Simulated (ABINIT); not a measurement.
# WS2 in ABINIT: a series of runs, part 2 of 2

ABINIT 10.8.3 (patched build).

## Step 3: Optical spectrum by the Bethe-Salpeter equation, LDA

Contents of run.abi:

```
# Datasets
ndtset 3

# Pseudopotentials
pp_dirpath "./"
pseudos "W.upf, S.upf"

# Structure
acell 3*1.0
rprim
     6.0159740246     0.0000000000     0.0000000000
    -3.0079870123     5.2099863337     0.0000000000
     0.0000000000     0.0000000000    32.0319498662
ntypat 2
znucl 74 16
natom 3
typat 1 2 2
xred
            0.0            0.0            0.0
            1/3            2/3   0.0920005100
            1/3            2/3   0.9079994900

# Plane-wave basis
ecut 30.0

# k points
kptopt 1
ngkpt 6 6 1
nshiftk 1
shiftk 0.11 0.21 0.31
chksymbreak 0
istwfk *1

# Exchange and correlation
ixc 7

# Bands and occupations
occopt 1

# SCF cycle
nstep 80
diemac 6.0

# Output
iomode 3
prteig 0
prtebands 0

# Dataset 1: ground state
nband1 13
tolvrs1 1.0e-12
prtden1 1
prtwf1 0
ngkpt1 6 6 1
nshiftk1 1
shiftk1 0.0 0.0 0.0

# Dataset 2: empty bands at fixed density
iscf2 -2
getden2 1
nband2 22
nbdbuf2 4
tolwfr2 1.0e-12
nstep2 120
prtden2 0

# Dataset 3: Bethe-Salpeter equation, Tamm-Dancoff
optdriver3 99
getwfk3 2
getden3 1
bs_calctype3 1
mbpt_sciss3 0.0 eV
bs_exchange_term3 1
bs_coulomb_term3 21
mdf_epsinf3 4.53
bs_coupling3 0
bs_algorithm3 1
bs_loband3 10
nband3 16
ecutwfn3 25.0
ecuteps3 3.0
bs_freq_mesh3 0.0 11.0 0.05 eV
zcut3 0.1 eV
inclvkb3 2
```

Potentials or basis: PseudoDojo NC SR LDA v0.4.1 standard.

Run with:

```bash
abinit run.abi > log 2>&1
```

run.abo:

```text
.Version 10.8.3 of ABINIT
 DATASET    1 : space group P-6 m 2 (#187); Bravais hP (primitive hexag.)
================================================================================
 Values of the parameters that define the memory need for DATASET  1.
     intxc =       0    ionmov =       0      iscf =       7    lmnmax =       8
     lnmax =       8     mgfft =     160  mpssoang =       4    mqgrid =    7898
     natom =       3  nloc_mem =       1    nspden =       1   nspinor =       1
    nsppol =       1      nsym =      12    n1xccc =    2501    ntypat =       2
    occopt =       1   xclevel =       1
       mpw =        7933          nfft =      144000          nkpt =           7
================================================================================
================================================================================
[... 13 lines left out ...]
 DATASET    3 : space group P-6 m 2 (#187); Bravais hP (primitive hexag.)
================================================================================
 Values of the parameters that define the memory need for DATASET  3.
     intxc =       0    ionmov =       0      iscf =       7    lmnmax =       8
     lnmax =       8     mgfft =     150  mpssoang =       4    mqgrid =    7210
     natom =       3  nloc_mem =       1    nspden =       1   nspinor =       1
    nsppol =       1      nsym =      12    n1xccc =    2501    ntypat =       2
    occopt =       1   xclevel =       1
       mpw =        6017          nfft =      135000          nkpt =          36
================================================================================
================================================================================

--------------------------------------------------------------------------------
------------- Echo of variables that govern the present computation ------------
--------------------------------------------------------------------------------
 -outvars: echo values of preprocessed input variables --------
            acell      1.0000000000E+00  1.0000000000E+00  1.0000000000E+00 Bohr
              amu      1.83850000E+02  3.20660000E+01
     bs_algorithm1          2
     bs_algorithm2          2
     bs_algorithm3          1
  bs_coulomb_term1         11
  bs_coulomb_term2         11
  bs_coulomb_term3         21
     bs_freq_mesh1     0.00000000E+00  0.00000000E+00  3.67493222E-04 Hartree
     bs_freq_mesh2     0.00000000E+00  0.00000000E+00  3.67493222E-04 Hartree
     bs_freq_mesh3     0.00000000E+00  4.04242544E-01  1.83746611E-03 Hartree
        bs_loband1          0
        bs_loband2          0
        bs_loband3         10
      chksymbreak           0
           diemac      6.00000000E+00
             ecut1     3.00000000E+01 Hartree
[... 481 lines left out ...]
 First excitonic eigenvalue=    1.21 [eV]
 Last  excitonic eigenvalue=    9.95 [eV]

 GW  direct gap       2.00  0.00 [eV]
 EXC direct gap       1.21  0.00 [eV]
 EXC binding energy   0.78  0.00 [eV]

 Excitonic eigenvalues up to the GW energy gap [eV]
  1 (  1.21  0.00)
  2 (  1.24  0.00)
  3 (  1.78  0.00)
  4 (  1.81  0.00)
  5 (  1.91  0.00)
  6 (  1.93  0.00)
  7 (  1.94  0.00)

 Macroscopic dielectric function:
 omega [eV] <KS_RPA_nlf>  <GW_RPA_nlf>  <BSE>
   0.0000   3.8659   0.0000   3.8659   0.0000   5.3119   0.0000
   0.0500   3.8666   0.0028   3.8666   0.0028   5.3151   0.0129
   0.1000   3.8687   0.0056   3.8687   0.0056   5.3246   0.0259
   0.1500   3.8722   0.0085   3.8722   0.0085   5.3405   0.0393
   0.2000   3.8772   0.0114   3.8772   0.0114   5.3632   0.0532
   0.2500   3.8835   0.0143   3.8835   0.0143   5.3928   0.0679
   0.3000   3.8914   0.0173   3.8914   0.0173   5.4298   0.0836
   0.3500   3.9008   0.0204   3.9008   0.0204   5.4748   0.1006
   0.4000   3.9117   0.0236   3.9117   0.0236   5.5284   0.1193
   0.4500   3.9242   0.0268   3.9242   0.0268   5.5915   0.1402

 Writing KS-RPA macroscopic dielectric function without local fields to file: runo_DS3_RPA_NLF_MDF
 Writing GW-RPA macroscopic dielectric function without local fields to file: runo_DS3_GW_NLF_MDF
 Writing EXC Macroscopic dielectric function to file: runo_DS3_EXC_MDF

== END DATASET(S) ==============================================================
================================================================================

 -outvars: echo values of variables after computation  --------
            acell      1.0000000000E+00  1.0000000000E+00  1.0000000000E+00 Bohr
           etotal1    -9.8137667414E+01
           etotal3     0.0000000000E+00
            fcart1     1.1935535679E-28  6.8909847376E-29 -0.0000000000E+00
                      -5.9677678397E-29 -3.4454923688E-29 -8.2973694866E-03
                      -5.9677678397E-29 -3.4454923688E-29  8.2973694866E-03
            fcart3     0.0000000000E+00  0.0000000000E+00  0.0000000000E+00
                       0.0000000000E+00  0.0000000000E+00  0.0000000000E+00
                       0.0000000000E+00  0.0000000000E+00  0.0000000000E+00
            rprim      6.0159740246E+00  0.0000000000E+00  0.0000000000E+00
                      -3.0079870123E+00  5.2099863337E+00  0.0000000000E+00
                       0.0000000000E+00  0.0000000000E+00  3.2031949866E+01
           strten1     8.7577402672E-05  8.7577402707E-05  5.0614721633E-05
                       0.0000000000E+00  0.0000000000E+00  0.0000000000E+00
           strten3     0.0000000000E+00  0.0000000000E+00  0.0000000000E+00
                       0.0000000000E+00  0.0000000000E+00  0.0000000000E+00
           xangst      0.0000000000E+00  0.0000000000E+00  0.0000000000E+00
                       2.7448169801E-16  1.8380040234E+00  1.5594618096E+00
                       2.7448169801E-16  1.8380040234E+00  1.5391116069E+01
             xred      0.0000000000E+00  0.0000000000E+00  0.0000000000E+00
                       3.3333333333E-01  6.6666666667E-01  9.2000510000E-02
                       3.3333333333E-01  6.6666666667E-01  9.0799949000E-01
 Calculation completed.
```

It took 4.1 min on 1 thread of Arm Neoverse V2, shared host; peak memory 1.1 GiB.

What came out:

- Free energy: -2670.4620 eV
- Largest force: 0.427 eV/Å

Forces in eV/Å, atoms in the order of the input:
```
W    0.000  0.000  0.000
S    0.000  0.000 -0.427
S    0.000  0.000  0.427
```

Dielectric function (mean over the directions given):
```csv
energy (eV),real part,imaginary part
0.30,5.45,0.08
0.60,5.87,0.23
1.00,7.70,1.20
1.30,3.86,4.36
1.70,10.02,6.91
2.10,-1.01,4.29
2.40,0.35,2.55
2.80,1.77,2.13
3.20,2.54,5.43
3.50,-0.89,3.19
3.90,-0.82,2.07
4.30,0.00,1.74
4.60,-0.39,1.79
5.00,-0.31,1.06
5.40,0.01,0.71
5.70,0.31,0.72
6.10,-0.01,0.48
6.50,0.11,0.31
6.80,0.15,0.39
7.20,0.40,0.07
7.60,0.60,0.04
7.90,0.72,0.04
8.30,0.87,0.04
8.70,1.05,0.05
9.00,1.24,0.08
9.40,1.71,0.20
9.80,3.46,1.86
10.10,-2.05,1.85
10.50,-0.31,0.20
10.90,0.14,0.07
```

Lowest exciton energies (eV): 1.21, 1.24, 1.78, 1.81, 1.91, 1.93, 1.94, 2.00

Excitons:
| energy (eV) | strength (mean over x, y, z) |
| --- | --- |
| 1.215 | 17 |
| 1.238 | 14 |
| 1.777 | 28 |
| 1.815 | 29 |
| 1.913 | 11 |
| 1.927 | 4.5 |
| 1.936 | 6.2 |
| 2.003 | 0.65 |
| 2.012 | 0.0017 |
| 2.042 | 4.1 |
| 2.091 | 0.0001 |
| 2.106 | 0.17 |

Caveat: the k mesh is coarse (spacing up to 0.38 Å⁻¹), so the values aren't converged; spectra need much finer meshes, so this one isn't converged; exciton levels on so few k points bind far too strongly. The run has no spin-orbit coupling, so splittings on W are missing.

## Step 4: GW quasiparticle levels, LDA

Contents of run.abi:

```
ndtset 8

pp_dirpath "./"
pseudos "W.upf, S.upf"

acell 3*1.0 Angstrom
rprim
     3.1835163552     0.0000000000     0.0000000000
    -1.5917581776     2.7570060369     0.0000000000
     0.0000000000     0.0000000000    16.9505778900
ntypat 2
znucl 74 16
natom 3
typat 1 2 2
xred
            0.0            0.0            0.0
            1/3            2/3   0.0920005100
            1/3            2/3   0.9079994900

ecut 30.0

kptopt 1
ngkpt 5 5 1
nshiftk 1
shiftk 0.0 0.0 0.0
istwfk *1

ixc 7

occopt 1

nstep 80
diemac 6.0

iomode 3
prteig 0
prtebands 0

nband1 13
tolvrs1 1.0e-12
prtden1 1
prtwf1 0

iscf2 -2
getden2 1
nband2 80
nbdbuf2 6
tolwfr2 1.0e-12
nstep2 120
prtden2 0

optdriver3 3
getwfk3 2
nband3 74
ecuteps3 3.0
ecutwfn3 18.0
inclvkb3 2
gwcalctyp3 10

optdriver4 4
getwfk4 2
nband4 74
ecuteps4 3.0
ecutsigx4 30.0
ecutwfn4 30.0
symsigma4 1
gwcalctyp4 10
getscr4 3
gw_qprange4 -19

optdriver5 3
getwfk5 2
nband5 74
ecuteps5 3.0
ecutwfn5 18.0
inclvkb5 2
gwcalctyp5 10
getqps5 4

optdriver6 4
getwfk6 2
nband6 74
ecuteps6 3.0
ecutsigx6 30.0
ecutwfn6 30.0
symsigma6 1
gwcalctyp6 10
getscr6 5
getqps6 4
gw_qprange6 -19

optdriver7 3
getwfk7 2
nband7 74
ecuteps7 3.0
ecutwfn7 18.0
inclvkb7 2
gwcalctyp7 10
getqps7 6

optdriver8 4
getwfk8 2
nband8 74
ecuteps8 3.0
ecutsigx8 30.0
ecutwfn8 30.0
symsigma8 1
gwcalctyp8 10
getscr8 7
getqps8 6
gw_qprange8 -19
```

Potentials or basis: PseudoDojo NC SR LDA v0.4.1 standard.

Run with:

```bash
mpirun --bind-to none -np 4 abinit run.abi > log 2>&1
```

run.abo:

```text
.Version 10.8.3 of ABINIT
 DATASET    1 : space group P-6 m 2 (#187); Bravais hP (primitive hexag.)
================================================================================
 Values of the parameters that define the memory need for DATASET  1.
     intxc =       0    ionmov =       0      iscf =       7    lmnmax =       8
     lnmax =       8     mgfft =     160  mpssoang =       4    mqgrid =    7898
     natom =       3  nloc_mem =       1    nspden =       1   nspinor =       1
    nsppol =       1      nsym =      12    n1xccc =    2501    ntypat =       2
    occopt =       1   xclevel =       1
       mpw =        7933          nfft =      144000          nkpt =           5
================================================================================
================================================================================
[... 73 lines left out ...]
 DATASET    8 : space group P-6 m 2 (#187); Bravais hP (primitive hexag.)
================================================================================
 Values of the parameters that define the memory need for DATASET  8.
     intxc =       0    ionmov =       0      iscf =       7    lmnmax =       8
     lnmax =       8     mgfft =     160  mpssoang =       4    mqgrid =    7898
     natom =       3  nloc_mem =       1    nspden =       1   nspinor =       1
    nsppol =       1      nsym =      12    n1xccc =    2501    ntypat =       2
    occopt =       1   xclevel =       1
       mpw =        7933          nfft =      144000          nkpt =           5
================================================================================
[... 2010 lines left out ...]
                       0.0000000000E+00  0.0000000000E+00  0.0000000000E+00
            fcart7     0.0000000000E+00  0.0000000000E+00  0.0000000000E+00
                       0.0000000000E+00  0.0000000000E+00  0.0000000000E+00
                       0.0000000000E+00  0.0000000000E+00  0.0000000000E+00
            fcart8     0.0000000000E+00  0.0000000000E+00  0.0000000000E+00
                       0.0000000000E+00  0.0000000000E+00  0.0000000000E+00
                       0.0000000000E+00  0.0000000000E+00  0.0000000000E+00
            rprim      3.1835163552E+00  0.0000000000E+00  0.0000000000E+00
                      -1.5917581776E+00  2.7570060369E+00  0.0000000000E+00
                       0.0000000000E+00  0.0000000000E+00  1.6950577890E+01
           strten1     8.6816563401E-05  8.6816563441E-05  5.1622091162E-05
                       0.0000000000E+00  0.0000000000E+00  0.0000000000E+00
           strten3     0.0000000000E+00  0.0000000000E+00  0.0000000000E+00
                       0.0000000000E+00  0.0000000000E+00  0.0000000000E+00
           strten4     0.0000000000E+00  0.0000000000E+00  0.0000000000E+00
                       0.0000000000E+00  0.0000000000E+00  0.0000000000E+00
           strten5     0.0000000000E+00  0.0000000000E+00  0.0000000000E+00
                       0.0000000000E+00  0.0000000000E+00  0.0000000000E+00
           strten6     0.0000000000E+00  0.0000000000E+00  0.0000000000E+00
                       0.0000000000E+00  0.0000000000E+00  0.0000000000E+00
           strten7     0.0000000000E+00  0.0000000000E+00  0.0000000000E+00
                       0.0000000000E+00  0.0000000000E+00  0.0000000000E+00
           strten8     0.0000000000E+00  0.0000000000E+00  0.0000000000E+00
                       0.0000000000E+00  0.0000000000E+00  0.0000000000E+00
           xangst      0.0000000000E+00  0.0000000000E+00  0.0000000000E+00
                       1.9427077153E-17  1.8380040246E+00  1.5594618107E+00
                       1.9427077153E-17  1.8380040246E+00  1.5391116079E+01
             xred      0.0000000000E+00  0.0000000000E+00  0.0000000000E+00
                       3.3333333333E-01  6.6666666667E-01  9.2000510000E-02
                       3.3333333333E-01  6.6666666667E-01  9.0799949000E-01
 Calculation completed.
```

Wall time 16 min (4 MPI ranks of Intel Xeon Platinum 8259CL at 2.50GHz (Skylake/Cascade Lake), shared host); peak memory 2 GiB.

The run converged, but runs of this kind are known to go wrong with this program or these potentials, so none of its numbers is taken as a property of the slab.

Caveat: the k mesh is coarse (spacing up to 0.46 Å⁻¹), so the values aren't converged; bands and screening cutoff are small, so the values aren't converged; the k mesh is coarse for a many-body step; the gap still moved at the last iteration; the sums over empty bands aren't extrapolated, so the gap can lie some tenths of an eV under the converged one, most of all in nitrides and oxides; spin-orbit coupling is left out, which moves the levels of the heavy elements.
